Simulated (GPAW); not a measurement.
MnS in GPAW: the effect of strain biaxial xy

Crystal: MnS.

```
Mn S
1.0
     0.00000    2.50032    2.60450
     2.50032    0.00000    2.60450
     2.50032    2.50032    0.00000
Mn S
1 1
Direct
  0.00000 0.00000 0.00000
  0.50000 0.50000 0.50000
```

Alike in all runs:

* Program: GPAW 26.7.0
* Task: single point
* Functional: PBEsol
* Potentials or basis: PAW data sets generated in the run's folder for this functional
* Cutoff: 600 eV
* Basis: pw
* k mesh: 9 × 9 × 9
* Occupations: fermi-dirac, width 0.05 eV
* Spin: collinear spin, ferromagnetic start
* Starting moments: [4.0, 0.0] μB
* Maxiter: 150

| strain biaxial xy | pressure (GPa) | moment (μB) |
| --- | --- | --- |
| -0.04 | -3.8 | 4.37 |
| -0.02 | -5.5 | 4.54 |
| -0.01 | -6.3 | 4.61 |
| 0 | -7.2 | 4.66 |
| 0.01 | ? | ? |
| 0.02 | -8.8 | 4.74 |
| 0.04 | -9.9 | 4.82 |

**Question.** What does the run with strain biaxial xy 0.01 give?

**Answer.** Pressure -8.0 GPa; moment 4.70 μB.

Worked out: A parabola through the other rows of the pressure, of slope -73.6 GPa per unit of strain biaxial xy there, gives -7.9 GPa, against the run's -8.0. A parabola through the other rows of the moment, of slope 4.64 μB per unit of strain biaxial xy there, gives 4.71 μB, against the run's 4.70.

Caveats: the density grid can change from cell to cell, which puts small steps into energies and stress; a cell with one magnetic atom can't hold antiferromagnetic order, which such compounds often take.

Runs at the PBE level aren't shown here.
